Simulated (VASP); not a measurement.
# I (Fmmm) in VASP: single point with PBEsol

Aim: the single point of I with PBEsol.

Everything below comes from runs of VASP 6.6.1. Logs are shortened: lines on timing, memory, paths and dates and some standing lists are left out, and cuts for length are marked.

## (1) The crystal as given

It takes space group Fmmm (No. 69, orthorhombic). Conventional cell: a = 4.384 Å, b = 4.731 Å, c = 7.820 Å, α = 90.00°, β = 90.00°, γ = 90.00°. I (site symmetry mmm) has 4 I at 3.23 Å as nearest neighbours.

## (2) Single point, PBEsol

INCAR

```
SYSTEM = I
PREC     = Accurate       ! precision mode
ENCUT    = 520            ! plane-wave cutoff, eV
EDIFF    = 1E-6           ! SCF threshold, eV
ISMEAR   = 0              ! smearing method
SIGMA    = 0.1            ! smearing width, eV
LREAL    = .FALSE.        ! projectors in reciprocal space
LASPH    = .TRUE.         ! aspherical terms in the spheres
NELM     = 100            ! most SCF steps
ALGO     = Normal         ! electronic algorithm
ISIF     = 2              ! what is computed and relaxed
LWAVE    = .FALSE.        ! write WAVECAR
LCHARG   = .FALSE.        ! write CHGCAR
GGA      = PS             ! functional
NBANDS   = 10             ! bands
```

KPOINTS

```
regular mesh
0
G
  6 6 6
  0 0 0
```

POSCAR

```
I
1.0
    0.0000000000      2.3656004428      3.9098401324
    2.1922454667      0.0000000000      3.9098401324
    2.1922454667      2.3656004428      0.0000000000
I
1
Direct
    0.0000000000      0.0000000000      0.0000000000
```

Potentials or basis: VASP PAW PBE potentials, release 64 (I).

Run with:

```console
$ cat potpaw_PBE.64/I/POTCAR > POTCAR
$ mpirun -np 1 vasp_std > vasp.out
```

OUTCAR:

```text
SYSTEM = I
   PREC = Accurate
   ENCUT = 520
   EDIFF = 1E-6
   ISMEAR = 0
   LREAL = .FALSE.
   LASPH = .TRUE.
   NELM = 100
   ISIF = 2
   GGA = PS

 ion  position               nearest neighbor table
   1  0.000  0.000  0.000-

  LATTYP: Found a face centered orthorhombic cell.
 ALAT       =     4.3844909334
 B/A-ratio  =     1.0790764441
 C/A-ratio  =     1.7834864717

  Lattice vectors:

 A1 = (   0.0000000000,   2.3656004428,   3.9098401324)
 A2 = (   2.1922454667,   0.0000000000,   3.9098401324)
 A3 = (   2.1922454667,   2.3656004428,   0.0000000000)

Analysis of symmetry for initial positions (statically):
=====================================================================
 Subroutine PRICEL returns:
 Original cell was already a primitive cell.

 Routine SETGRP: Setting up the symmetry group for a
 face centered orthorhombic supercell.

 Subroutine GETGRP returns: Found  8 space group operations
 (whereof  8 operations were pure point group operations)
 out of a pool of  8 trial point group operations.

The static configuration has the point symmetry D_2h.

Analysis of symmetry for dynamics (positions and initial velocities):
=====================================================================
 Subroutine PRICEL returns:
 Original cell was already a primitive cell.

 Routine SETGRP: Setting up the symmetry group for a
 face centered orthorhombic supercell.

 Subroutine GETGRP returns: Found  8 space group operations
 (whereof  8 operations were pure point group operations)
 out of a pool of  8 trial point group operations.

The dynamic configuration has the point symmetry D_2h.

 Subroutine INISYM returns: Found  8 space group operations
 (whereof  8 operations are pure point group operations),
 and found     1 'primitive' translations

----------------------------------------------------------------------------------------

                                     Primitive cell

  volume of cell :      40.5527

  direct lattice vectors                    reciprocal lattice vectors
     0.000000000  2.365600443  3.909840132    -0.228076649  0.211362828  0.127882467
     2.192245467  0.000000000  3.909840132     0.228076649 -0.211362828  0.127882467
     2.192245467  2.365600443  0.000000000     0.228076649  0.211362828 -0.127882467

  length of vectors
     4.569782852  4.482498193  3.225214046     0.336224818  0.336224818  0.336224818

  position of ions in fractional coordinates (direct lattice)
     0.000000000  0.000000000  0.000000000

  ion indices of the primitive-cell ions
   primitive index   ion index
                 1           1

----------------------------------------------------------------------------------------

 KPOINTS: regular mesh

Automatic generation of k-mesh.
 Grid dimensions read from file:
 generate k-points for:    6    6    6

 Generating k-lattice:

  Cartesian coordinates                     Fractional coordinates (reciprocal lattice)
    -0.038012775  0.035227138  0.021313744     0.166666667  0.000000000  0.000000000
     0.038012775 -0.035227138  0.021313744     0.000000000  0.166666667  0.000000000
     0.038012775  0.035227138 -0.021313744     0.000000000  0.000000000  0.166666667

  Length of vectors
     0.056037470  0.056037470  0.056037470

  Shift w.r.t. Gamma in fractional coordinates (k-lattice)
     0.000000000  0.000000000  0.000000000

 Subroutine IBZKPT returns following result:
 ===========================================

 Found     46 irreducible k-points:

 Following reciprocal coordinates:
            Coordinates               Weight
  0.000000  0.000000  0.000000      1.000000
  0.166667 -0.000000  0.000000      8.000000
  0.333333 -0.000000 -0.000000      8.000000
  0.500000 -0.000000 -0.000000      4.000000
  0.166667  0.166667  0.000000      2.000000
  0.333333  0.166667 -0.000000      8.000000
[... 16 lines left out ...]
 -0.166667  0.166667  0.166667      8.000000
  0.500000  0.333333  0.166667      4.000000
 [... further k-points ...]
   k-points           NKPTS =     46   k-points in BZ     NKDIM =     46   number of bands    NBANDS=     10
   number of dos      NEDOS =    301   number of ions     NIONS =      1
   total plane-waves  NPLWV =  31104
   dimension x,y,z NGX =    36 NGY =   36 NGZ =   24
   dimension x,y,z NGXF=    72 NGYF=   72 NGZF=   48
   ions per type =               1
   NGX,Y,Z   is equivalent  to a cutoff of  13.10, 13.35, 12.37 a.u.
   NGXF,Y,Z  is equivalent  to a cutoff of  26.19, 26.70, 24.74 a.u.
 SYSTEM =  I
   PREC   = accura    normal or accurate (medium, high low for compatibility)
   ISTART =      0    job   : 0-new  1-cont  2-samecut
   ICHARG =      2    charge: 1-file 2-atom 10-const
   ISPIN  =      1    spin polarized calculation?
   LNONCOLLINEAR =      F non collinear calculations
   LSORBIT =      F    spin-orbit coupling
   LASPH  =      T    aspherical Exc in radial PAW
   ENCUT  =  520.0 eV  38.22 Ry    6.18 a.u.   8.50  8.33  6.00*2*pi/ulx,y,z
   NELM   =    100;   NELMIN=  2; NELMDL= -5     # of ELM steps
   EDIFF  = 0.1E-05   stopping-criterion for ELM
   LREAL  =      F    real-space projection
   EDIFFG = 0.1E-04   stopping-criterion for IOM
   NSW    =      0    number of steps for IOM
   IBRION =     -1    ionic relax: 0-MD 1-quasi-New 2-CG
   NFREE  =      0    steps in history (QN), initial steepest desc. (CG)
   ISIF   =      2    stress and relaxation
   ISYM   =      2    0-nonsym 1-usesym 2-fastsym
   POTIM  = 0.5000    time-step for ionic-motion
   TEBEG  =    0.0;   TEEND  =   0.0 temperature during run
   PSTRESS=    0.0 pullay stress
   NELECT =       7.0000    total number of electrons
   NUPDOWN=      -1.0000    fix difference up-down
   EMIN   =  10.00;   EMAX   =-10.00  energy-range for DOS
   EFERMI =   0.00;   METHOD = LEGACY
   ISMEAR =     0;   SIGMA  =   0.10  broadening in eV -4-tet -1-fermi 0-gaus
   EFERMI_NEDOS =   21; number of points for ismear=-14 and -15
   IALGO  =     38    algorithm
   IMIX   =      4    mixing-type and parameters
     AMIX     =   0.40;   BMIX     =  1.00
     AMIX_MAG =   1.60;   BMIX_MAG =  1.00
  volume/ion in A,a.u.               =      40.55       273.66
  Fermi-wavevector in a.u.,A,eV,Ry     =   0.911523  1.722529 11.304731  0.830874
  Thomas-Fermi vector in A             =   2.035812
   LORBIT       =      0    0 simple, 1 ext, 2 COOP (PROOUT), +10 PAW based schemes
   GGA     = PS    functional components
   LHFCALC =     F    Hartree Fock is set to
   AEXX    =    0.0000 exact exchange contribution
   IVDW    =     0    specifies the selected vdW correction
   LEPSILON=     F    determine dielectric tensor
   LRPA    =     F    only Hartree local field effects (RPA)
 non-spin polarized calculation
 Gauss-broadening in eV      SIGMA  =   0.10
  energy-cutoff  :      520.00
  volume of cell :       40.55
 maximum number of plane-waves:      1109
 NGX is ok and might be reduce to    36
   NGX = 17   NGY = 17   NGZ = 11

 number of electron       7.0000000 magnetization

 Free energy of the ion-electron system (eV)
  ---------------------------------------------------
  ext. energy  EPLUGINS =         0.00000000
  ---------------------------------------------------
  free energy    TOTEN  =        -1.60473353 eV

  energy without entropy =       -1.59842827  energy(sigma->0) =       -1.60158090

 E-fermi :   3.0508     XC(G=0):  -8.4445

 val. band max:        3.0048552243   @ k =  -0.3333   0.3333   0.1667
 cond. band min:       3.0585974821   @ k =   0.5000   0.1667   0.1667
 fundamental gap:      0.0537422578
 Fermi energy:         3.0508132544

 k-point     1 :       0.0000    0.0000    0.0000
  band No.  band energies     occupation
      1     -10.5316      2.00000
      2       1.4452      2.00000
      3       4.1405      0.00000
      4       4.4345      0.00000
      5       7.7507      0.00000
      6      10.8415      0.00000
      7      11.4753      0.00000
      8      15.4589      0.00000
      9      15.6546      0.00000
     10      15.7717      0.00000

 k-point     2 :       0.1667   -0.0000    0.0000
  band No.  band energies     occupation
      1     -10.2416      2.00000
      2       1.4241      2.00000
      3       2.2064      2.00000
      4       4.4707      0.00000
      5       8.4968      0.00000
      6      11.3663      0.00000
      7      12.1701      0.00000
      8      13.8671      0.00000
      9      15.9359      0.00000
     10      16.7287      0.00000

 k-point     3 :       0.3333   -0.0000   -0.0000
  band No.  band energies     occupation
      1      -9.5322      2.00000
      2      -0.6439      2.00000
      3       1.5702      2.00000
      4       4.8622      0.00000
      5       8.7368      0.00000
      6      11.5919      0.00000
      7      12.0538      0.00000
      8      15.3994      0.00000
      9      16.9076      0.00000
     10      17.4900      0.00000

 k-point     4 :       0.5000   -0.0000   -0.0000
  band No.  band energies     occupation
      1      -9.0698      2.00000
      2      -1.8645      2.00000
      3       1.6529      2.00000
      4       5.0867      0.00000
      5       8.0360      0.00000
      6      12.4406      0.00000
      7      13.8650      0.00000
      8      15.2218      0.00000
      9      15.6742      0.00000
     10      15.8222      0.00000
[... 222 lines left out ...]
 k-point    22 :      -0.3333    0.1667    0.1667
  band No.  band energies     occupation
      1      -8.8019      2.00000
      2      -1.5932      2.00000
      3       1.8243      2.00000
      4       3.2043      0.02992
      5       8.6036      0.00000
      6      11.1801      0.00000
      7      13.1613      0.00000
      8      15.0151      0.00000
      9      15.5117      0.00000
     10      16.8682      0.00000

 k-point    23 :      -0.1667    0.1667    0.1667
  band No.  band energies     occupation
      1      -9.2562      2.00000
      2      -0.4356      2.00000
      3       2.0105      2.00000
      4       2.7836      1.99984
      5       9.1998      0.00000
      6      10.5995      0.00000
      7      12.7778      0.00000
      8      13.4656      0.00000
      9      15.4016      0.00000
     10      19.1881      0.00000

 k-point    24 :       0.5000    0.3333    0.1667
  band No.  band energies     occupation
      1      -9.8412      2.00000
      2       0.2582      2.00000
      3       2.3184      2.00000
      4       2.5425      2.00000
      5      11.3272      0.00000
      6      12.7590      0.00000
      7      13.2184      0.00000
      8      14.6972      0.00000
      9      15.0064      0.00000
     10      16.1370      0.00000

 [... further k-points ...]
[... 5 lines left out ...]
  --------------------------------------------------------------------------------------
  -------------------------------------------------------------------------------------
  Total       -0.4094159     -0.4729045     -0.0755134      0.0000000      0.0000000      0.0000000
  in kB      -16.1754247    -18.6837670     -2.9834247      0.0000000      0.0000000      0.0000000
  external PRESSURE =     -12.6142055 kB  Pullay stress =       0.0000000 kB

 VOLUME and BASIS-vectors are now :
 -----------------------------------------------------------------------------
  energy-cutoff  :      520.00
  volume of cell :       40.55
      direct lattice vectors                 reciprocal lattice vectors
     0.000000000  2.365600443  3.909840132    -0.228076649  0.211362828  0.127882467
     2.192245467  0.000000000  3.909840132     0.228076649 -0.211362828  0.127882467
     2.192245467  2.365600443  0.000000000     0.228076649  0.211362828 -0.127882467

 POSITION                                       TOTAL-FORCE (eV/Angst)
 -----------------------------------------------------------------------------------
      0.00000      0.00000      0.00000         0.000000      0.000000      0.000000
 -----------------------------------------------------------------------------------
    total drift:                                0.000000      0.000000      0.000000

  FREE ENERGIE OF THE ION-ELECTRON SYSTEM (eV)
  ---------------------------------------------------
  free  energy   TOTEN  =        -1.6047335269 eV

  energy  without entropy=       -1.5984282693  energy(sigma->0) =       -1.60158090
```

Run time: 12 s. Hardware: 1 thread of AMD EPYC 9R14 (Zen 4), shared host; peak memory 0.15 GiB.

What came out:

```
Free energy            : -1.6047 eV
Pressure               : -1.3 GPa
Band gap on the k mesh : none (metal or under the smearing width)
```

Stress tensor (GPa, compression positive):
```
-1.62  0.00  0.00
 0.00 -1.87  0.00
 0.00  0.00 -0.30
```

Caveat: the PAW data sets were made with another functional, which shifts forces and pressure a little; an odd number of electrons without spin polarisation forces a metal; a magnetic or distorted state may lie lower. Spin-orbit coupling is left out, which matters for the levels of I.
